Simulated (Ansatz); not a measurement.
CsI:
```
CELL_PARAMETERS angstrom
      4.61080     0.00000     0.00000
      0.00000     4.61080     0.00000
      0.00000     0.00000     4.61080
ATOMIC_POSITIONS crystal
  Cs 0.00000 0.00000 0.00000
  I  0.50000 0.50000 0.50000
```

Relaxed with r²SCAN. Special points in fractions of this cell's reciprocal vectors: Γ (0.000, 0.000, 0.000); X (0.000, 0.500, 0.000); M (0.500, 0.500, 0.000); R (0.500, 0.500, 0.500).

Problem. List the band energies nearest the valence-band maximum at these points for DFT-r²SCAN with spin–orbit coupling in the program Ansatz with PAW potentials.

Solution. In eV from the valence-band maximum; about four levels below and three above (degenerate sets whole), none deeper than 8.9 eV; points with the same levels are listed once.

```tsv
k	below	above
Γ	0.00 0.00 0.00 0.00	4.28 4.28 4.43 4.43 4.43 4.43
X	-0.66 -0.66 -0.15 -0.15	5.44 5.44 6.79 6.79
M	-0.87 -0.87 -0.11 -0.11	4.54 4.54 5.28 5.28
R	-1.24 -1.24 -1.24 -1.24	7.15 7.15 7.56 7.56 7.56 7.56
```

Space group Pm-3m (CsCl type). The r²SCAN relaxation kept the symmetry of its start.

Potentials: the later of the program's two PAW sets.
